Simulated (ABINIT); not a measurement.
# HfB2 (P6/mmm) in ABINIT: phonons with PBEsol

Aim: the phonons of HfB2 with PBEsol.

Everything below comes from runs of ABINIT 10.8.3 (patched build). Logs are shortened: lines on timing, memory, paths and dates and some standing lists are left out, and cuts for length are marked. The log counts tension as positive stress, the text compression.

## 1. The crystal as given

It takes space group P6/mmm (No. 191, hexagonal). Conventional cell: a = 3.140 Å, b = 3.140 Å, c = 3.480 Å, α = 90.00°, β = 90.00°, γ = 120.00°. Hf (site symmetry 6/mmm) is surrounded by 12 B at 2.51 Å. B (site symmetry -6m2) has 3 B at 1.81 Å as nearest neighbours.

## 2. Phonons, PBEsol

run.abi reads:

```
# Datasets
ndtset 2

# Pseudopotentials
pp_dirpath "./"
pseudos "Hf.upf, B.upf"

# Structure
acell 3*1.0
rprim
     5.9337400313     0.0000000000     0.0000000000
    -2.9668700157     5.1387696066     0.0000000000
     0.0000000000     0.0000000000     6.5762469137
ntypat 2
znucl 72 5
natom 3
typat 1 2 2
xred
            0.0            0.0            0.0
            2/3            1/3            1/2
            1/3            2/3            1/2

# Plane-wave basis
ecut 34.0

# k points
ngkpt 8 8 6
nshiftk 1
shiftk 0.0 0.0 0.5

# Exchange and correlation
ixc -116133

# Bands and occupations
nband 17
occopt 3
tsmear 0.05 eV

# SCF cycle
nstep 80

# Output
prteig 0
prtebands 0
prtwf 0
prtden 0
prtpot 0

# Dataset 1: ground state
kptopt1 1
tolvrs1 1.0e-15
prtwf1 1
tolwfr1 1.0e-14
nbdbuf1 4
nline1 6

# Dataset 2: response at q = 0 to atomic displacements
rfphon2 1
rfatpol2 1 3
rfdir2 1 1 1
getwfk2 1
kptopt2 2
nqpt2 1
qpt2 0.0 0.0 0.0
tolvrs2 1.0e-8
```

mrgddb.in reads:

```
merged_DDB
HfB2
2
runo_DS1_DDB
runo_DS2_DDB
```

anaddb.abi reads:

```
ddb_filepath "merged_DDB"
output_file "anaddb.abo"
outdata_prefix "ana"
asr 1
chneut 0
dipdip 0
dieflag 0
enunit 0
eivec 1
nph1l 1
qph1l 0.0 0.0 0.0 1.0
```

Potentials or basis: PseudoDojo NC SR PBEsol v0.4.1 standard.

Started as:

```sh
$ mpirun --bind-to none -np 4 abinit run.abi > log 2>&1
$ mrgddb < mrgddb.in > mrgddb.log 2>&1
$ anaddb anaddb.abi > anaddb.log 2>&1
```

run.abo:

```text
.Version 10.8.3 of ABINIT
 DATASET    1 : space group P6/m m m (#191); Bravais hP (primitive hexag.)
================================================================================
 Values of the parameters that define the memory need for DATASET  1.
     intxc =       0    ionmov =       0      iscf =       7    lmnmax =       8
     lnmax =       8     mgfft =      36  mpssoang =       4    mqgrid =    3001
     natom =       3  nloc_mem =       1    nspden =       1   nspinor =       1
    nsppol =       1      nsym =      24    n1xccc =    2501    ntypat =       2
    occopt =       3   xclevel =       2
       mpw =        1919          nfft =       36864          nkpt =          30
================================================================================
================================================================================

 DATASET    2 : space group P6/m m m (#191); Bravais hP (primitive hexag.)
================================================================================
 Values of the parameters that define the memory need for DATASET  2 (RF).
     intxc =       0      iscf =       7    lmnmax =       8     lnmax =       8
     mgfft =      36  mpssoang =       4    mqgrid =    3001     natom =       3
  nloc_mem =       1    nspden =       1   nspinor =       1    nsppol =       1
      nsym =      24    n1xccc =    2501    ntypat =       2    occopt =       3
   xclevel =       2
      nfft =       36864          nkpt =         192
================================================================================
================================================================================

--------------------------------------------------------------------------------
------------- Echo of variables that govern the present computation ------------
--------------------------------------------------------------------------------
 -outvars: echo values of preprocessed input variables --------
            acell      1.0000000000E+00  1.0000000000E+00  1.0000000000E+00 Bohr
              amu      1.78490000E+02  1.08110000E+01
             ecut      3.40000000E+01 Hartree
           getwfk1          0
           getwfk2          1
              ixc     -116133
           jdtset        1    2
                       outvar_i_n : Printing only first  50 k-points.
           kptopt1          1
           kptopt2          2
         kptrlatt        8    0    0      0    8    0      0    0    6
          kptrlen      3.94574815E+01
            natom           3
            nband1         17
            nband2         17
           nbdbuf1          4
           nbdbuf2          2
           ndtset           2
            ngfft          32      32      36
             nkpt1         30
             nkpt2        192
            nline1          6
            nline2          4
             nqpt1          0
             nqpt2          1
            nstep          80
             nsym          24
           ntypat           2
                       prtocc : prtvol=0, do not print more k-points.
           occopt           3
        optdriver1          0
        optdriver2          1
           prtden           0
        prtebands           0
           prteig           0
            prtwf1          1
            prtwf2          0
           rfphon1          0
           rfphon2          1
            rprim      5.9337400313E+00  0.0000000000E+00  0.0000000000E+00
                      -2.9668700157E+00  5.1387696066E+00  0.0000000000E+00
                       0.0000000000E+00  0.0000000000E+00  6.5762469137E+00
           shiftk      0.00000000E+00  0.00000000E+00  5.00000000E-01
          spgroup         191
           tolvrs1     1.00000000E-15
           tolvrs2     1.00000000E-08
           tolwfr1     1.00000000E-14
           tolwfr2     0.00000000E+00
           tsmear      1.83746611E-03 Hartree
            typat      1  2  2
[... 133 lines left out ...]
    2      1.56999999891948     0.90643992201629     1.73999999882018
    3     -0.00000000001764     1.81287984403258     1.73999999882018

 cartesian forces (hartree/bohr) at end:
    1      0.00000000000000     0.00000000000000    -0.00000000000000
    2     -0.00000000000000    -0.00000000000000    -0.00000000000000
    3      0.00000000000000     0.00000000000000    -0.00000000000000
 frms,max,avg= 3.3940413E-30 7.0956487E-30   0.000E+00  0.000E+00  0.000E+00 h/b

 cartesian forces (eV/Angstrom) at end:
    1      0.00000000000000     0.00000000000000    -0.00000000000000
    2     -0.00000000000000    -0.00000000000000    -0.00000000000000
    3      0.00000000000000     0.00000000000000    -0.00000000000000
 frms,max,avg= 1.7452862E-28 3.6487293E-28   0.000E+00  0.000E+00  0.000E+00 e/A
 length scales=  1.000000000000  1.000000000000  1.000000000000 bohr
              =  0.529177210544  0.529177210544  0.529177210544 angstroms
 Fermi (or HOMO) energy (hartree) =   0.45973   Average Vxc (hartree)=  -0.48011
 Eigenvalues (hartree) for nkpt=  30  k points:
 kpt#   1, nband= 17, wtk=  0.00521, kpt=  0.0000  0.0000  0.0833 (reduced coord)
  -1.80507   -0.66231   -0.64297   -0.64297   -0.03940    0.31558    0.35729    0.35729
   0.39279    0.57785    0.57785    0.62363    0.62363    0.64783    0.68194    0.68194
   0.74629
      occupation numbers for kpt#   1
   2.00000    2.00000    2.00000    2.00000    2.00000    2.00000    2.00000    2.00000
   2.00000    0.00000    0.00000    0.00000    0.00000    0.00000    0.00000    0.00000
   0.00000
 prteigrs : prtvol=0 or 1, do not print more k-points.

--- !EnergyTerms
iteration_state     : {dtset: 1, }
comment             : Components of total free energy in Hartree
kinetic             :  1.87185321344686E+01
hartree             :  6.50211195322150E+00
xc                  : -1.67212406341558E+01
Ewald energy        : -4.88499196945417E+01
psp_core            :  2.54877645587901E+00
local_psp           : -2.72660452773799E+01
non_local_psp       :  2.69473996432850E+00
internal            : -6.23730450981798E+01
'-kT*entropy'       : -1.22916171464294E-04
total_energy        : -6.23731680143513E+01
total_energy_eV     : -1.69726036622398E+03
band_energy         : -5.02756734717079E+00
...

 Cartesian components of stress tensor (hartree/bohr^3)
  sigma(1 1)=  1.05532008E-04  sigma(3 2)=  0.00000000E+00
  sigma(2 2)=  1.05532008E-04  sigma(3 1)=  0.00000000E+00
  sigma(3 3)=  1.81385088E-04  sigma(2 1)=  1.24697262E-13

-Cartesian components of stress tensor (GPa)         [Pressure= -3.8488E+00 GPa]
- sigma(1 1)=  3.10485887E+00  sigma(3 2)=  0.00000000E+00
- sigma(2 2)=  3.10485887E+00  sigma(3 1)=  0.00000000E+00
- sigma(3 3)=  5.33653353E+00  sigma(2 1)=  3.66872012E-09

================================================================================
== DATASET  2 ==================================================================

--- !DatasetInfo
iteration_state: {dtset: 2, }
dimensions: {natom: 3, nkpt: 192, mband: 17, nsppol: 1, nspinor: 1, nspden: 1, mpw: 1919, }
cutoff_energies: {ecut:  34.0, pawecutdg:  -1.0, }
electrons: {nelect:   1.80000000E+01, charge:   0.00000000E+00, occopt:   3.00000000E+00, tsmear:   1.83746611E-03, }
meta: {optdriver: 1, rfphon: 1, }
...

 mkfilename : getwfk/=0, take file _WFK from output of DATASET   1.

 Real(R)+Recip(G) space primitive vectors, cartesian coordinates (Bohr,Bohr^-1):
 R(1)=  5.9337400  0.0000000  0.0000000  G(1)=  0.1685278  0.0972996  0.0000000
 R(2)= -2.9668700  5.1387696  0.0000000  G(2)=  0.0000000  0.1945991  0.0000000
 R(3)=  0.0000000  0.0000000  6.5762469  G(3)=  0.0000000  0.0000000  0.1520624
 Unit cell volume ucvol=  2.0052373E+02 bohr^3
 Angles (23,13,12)=  9.00000000E+01  9.00000000E+01  1.20000000E+02 degrees
 setup1 : take into account q-point for computing boxcut.

 getcut: wavevector=  0.0000  0.0000  0.0000  ngfft=  32  32  36
         ecut(hartree)=     34.000   => boxcut(ratio)=   2.05455
--------------------------------------------------------------------------------

 ==>  initialize data related to q vector <==

 The list of irreducible perturbations for this q vector is:
    1)    idir= 1    ipert=   1
    2)    idir= 3    ipert=   1
    3)    idir= 1    ipert=   2
    4)    idir= 3    ipert=   2

================================================================================
[... 184 lines left out ...]
 2DEtotal=    0.4142141493E+01 Ha. Also 2DEtotal=    0.112713412056E+03 eV
    (2DErelax=   -2.5547303165E+02 Ha. 2DEnonrelax=    2.5961517314E+02 Ha)
    (  non-var. 2DEtotal :    4.1421395841E+00 Ha)

================================================================================

 ---- first-order wavefunction calculations are completed ----

 ==> Compute Derivative Database <==

  Dynamical matrix, in cartesian coordinates,
   if specified in the inputs, asr has been imposed
     j1       j2             matrix element
  dir pert dir pert     real part    imaginary part

   1    1   1    1         0.1391417024        -0.0000000000
   1    1   1    2        -0.0695708512         0.0000000000
   1    1   1    3        -0.0695708512         0.0000000000

   2    1   2    1         0.1391417024         0.0000000000
   2    1   2    2        -0.0695708512        -0.0000000000
   2    1   2    3        -0.0695708512        -0.0000000000
[... 25 lines left out ...]
   3    3   3    1        -0.0769761298        -0.0000000000
   3    3   3    2        -0.0187990792        -0.0000000000
   3    3   3    3         0.0957752089         0.0000000000

  Phonon wavevector (reduced coordinates) :  0.00000  0.00000  0.00000
 Phonon energies in Hartree :
   0.000000E+00  0.000000E+00  0.000000E+00  1.989436E-03  1.989436E-03
   2.092641E-03  2.411185E-03  3.596854E-03  3.596854E-03
 Phonon frequencies in cm-1    :
   0.000000E+00  0.000000E+00  0.000000E+00  4.366308E+02  4.366308E+02
   4.592816E+02  5.291940E+02  7.894181E+02  7.894181E+02

== END DATASET(S) ==============================================================
================================================================================

 -outvars: echo values of variables after computation  --------
            acell      1.0000000000E+00  1.0000000000E+00  1.0000000000E+00 Bohr
           etotal1    -6.2373168014E+01
           etotal2     4.1421414932E+00
            fcart1     2.8361594131E-30  6.0040104689E-30 -0.0000000000E+00
                      -2.8361594131E-30 -7.0956487360E-30 -0.0000000000E+00
                       0.0000000000E+00  1.0916382671E-30 -0.0000000000E+00
            fcart2     0.0000000000E+00  0.0000000000E+00  0.0000000000E+00
                       0.0000000000E+00  0.0000000000E+00  0.0000000000E+00
                       0.0000000000E+00  0.0000000000E+00  0.0000000000E+00
            rprim      5.9337400313E+00  0.0000000000E+00  0.0000000000E+00
                      -2.9668700157E+00  5.1387696066E+00  0.0000000000E+00
                       0.0000000000E+00  0.0000000000E+00  6.5762469137E+00
           strten1     1.0553200813E-04  1.0553200792E-04  1.8138508796E-04
                       0.0000000000E+00  0.0000000000E+00  1.2469726236E-13
           strten2     0.0000000000E+00  0.0000000000E+00  0.0000000000E+00
                       0.0000000000E+00  0.0000000000E+00  0.0000000000E+00
           xangst      0.0000000000E+00  0.0000000000E+00  0.0000000000E+00
                       1.5699999989E+00  9.0643992202E-01  1.7399999988E+00
                      -1.7639474218E-11  1.8128798440E+00  1.7399999988E+00
             xred      0.0000000000E+00  0.0000000000E+00  0.0000000000E+00
                       6.6666666667E-01  3.3333333333E-01  5.0000000000E-01
                       3.3333333333E-01  6.6666666667E-01  5.0000000000E-01
 Calculation completed.
```

Run time: 57 s. Hardware: 4 MPI ranks of Arm Neoverse V1, shared host; peak memory 0.4 GiB.

Results:

```yaml
Free_energy: -1697.2604 eV
Pressure: -3.8 GPa
Highest_phonon_frequency_at_Γ_LO-TO_splitting_left_out: 789 cm⁻¹
```

Stress tensor (GPa, compression positive):
```
-3.10  0.00  0.00
 0.00 -3.10  0.00
 0.00  0.00 -5.34
```

Phonon frequencies in cm⁻¹ (negative: imaginary):
```csv
q point,frequencies
"(0.000, 0.000, 0.000)",0 0 0 437 437 459 529 789 789
```

Caveat: the mesh is coarse for a metal's response; the cell is more than 3 GPa from zero pressure, which shifts response properties.
